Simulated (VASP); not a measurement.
H2CO: single point with PBE+D3(BJ)

The system is H2CO.

```
CELL_PARAMETERS angstrom
7.87299 0.00000 0.00000
0.00000 7.87299 0.00000
0.00000 0.00000 7.87299
ATOMIC_POSITIONS crystal
O 0.45008 0.43822 0.49928
O 0.10888 0.73783 0.70489
O 0.31540 0.70605 0.20860
O 0.65028 0.93693 0.34069
O 0.04865 0.04938 0.27533
O 0.53856 0.61844 0.87321
O 0.36296 0.23407 0.05711
O 0.87758 0.53554 0.43570
O 0.92675 0.39211 0.97705
O 0.45800 0.07963 0.66883
C 0.52045 0.38557 0.37209
C 0.00645 0.84349 0.66212
C 0.20428 0.67431 0.10560
C 0.63973 0.85640 0.20951
C 0.19593 0.07343 0.31674
C 0.61818 0.64040 0.74237
C 0.28733 0.24599 0.92274
C 0.01228 0.46008 0.43542
C 0.80537 0.31516 0.03445
C 0.60825 0.06467 0.69592
H 0.55147 0.24790 0.35511
H 0.55460 0.47181 0.26522
H 0.98834 0.96310 0.73733
H 0.92354 0.82735 0.54800
H 0.06783 0.70265 0.13415
H 0.23246 0.61818 0.97905
H 0.57897 0.91176 0.09376
H 0.69027 0.72500 0.19675
H 0.29609 0.97663 0.29559
H 0.23570 0.19281 0.38164
H 0.56745 0.71842 0.63602
H 0.74679 0.58281 0.72254
H 0.32592 0.33913 0.82370
H 0.17584 0.16346 0.89270
H 0.07558 0.42214 0.31461
H 0.07952 0.42386 0.55579
H 0.67282 0.34171 0.99122
H 0.82198 0.21530 0.13371
H 0.65697 0.02884 0.82603
H 0.70585 0.08557 0.59417
```

The cell was built by a generator and needn't be a form met in nature.

```
Program             : VASP 6.6.1
Task                : single point
Functional          : PBE
Dispersion          : D3(BJ)
Potentials or basis : VASP PAW PBE potentials, release 64 (O, C, H)
Cutoff              : 520 eV
k mesh              : 1 × 1 × 1
Occupations         : fermi-dirac, width 0.02 eV
Spin                : no spin polarisation
```

The pressure is -0.1 GPa. The largest force is 0.812 eV/Å and the band gap on the k mesh is 2.48 eV, direct. The dispersion energy per atom is -0.046 eV.

Forces in eV/Å, atoms in the order of the input:
```
O   -0.078  0.054  0.180
O    0.521 -0.498  0.222
O    0.099  0.033  0.144
O    0.027  0.203  0.273
O   -0.440 -0.101 -0.122
O   -0.057 -0.030  0.172
O    0.222 -0.011  0.394
O   -0.291  0.087 -0.057
O    0.231  0.169 -0.156
O   -0.573  0.063 -0.126
C    0.107 -0.147 -0.269
C   -0.600  0.473 -0.273
C   -0.308 -0.077 -0.270
C   -0.046 -0.133 -0.405
C    0.492  0.169  0.084
C    0.257 -0.076 -0.166
C   -0.268 -0.065 -0.446
C    0.452 -0.314  0.187
C   -0.329 -0.201  0.175
C    0.772 -0.040  0.153
H   -0.008  0.089  0.049
H   -0.012 -0.002  0.035
H    0.029  0.008 -0.039
H    0.078  0.043  0.068
H    0.173 -0.049 -0.033
H    0.026  0.091  0.101
H    0.045 -0.073  0.071
H   -0.027  0.032  0.046
H   -0.057  0.065  0.050
H    0.015 -0.123 -0.002
H    0.008  0.005  0.010
H   -0.217  0.053  0.012
H   -0.079 -0.009  0.058
H    0.128  0.085  0.041
H    0.001  0.041  0.030
H   -0.147  0.134 -0.213
H    0.092  0.013  0.026
H    0.028  0.039 -0.024
H   -0.058  0.091 -0.190
H   -0.205 -0.092  0.212
```

Stress tensor (GPa, compression positive):
```
 0.07 -0.15  0.04
-0.15 -0.09  0.11
 0.04  0.11 -0.33
```

Levels at points of the mesh, in eV from the valence-band top:
```csv
k point,band 58,band 59,band 60,band 61,band 62,band 63
"(0.00, 0.00, 0.00)",-0.31,-0.19,0.00,2.48,2.79,2.93
```

Run time: 86 s on 1 thread of Intel(R) Xeon(R) Platinum 8259CL CPU @ 2.50GHz (Skylake/Cascade Lake) (shared host), peak memory 0.44 GiB.

Caveat: the standard files for N, O and F lose accuracy on very short bonds.
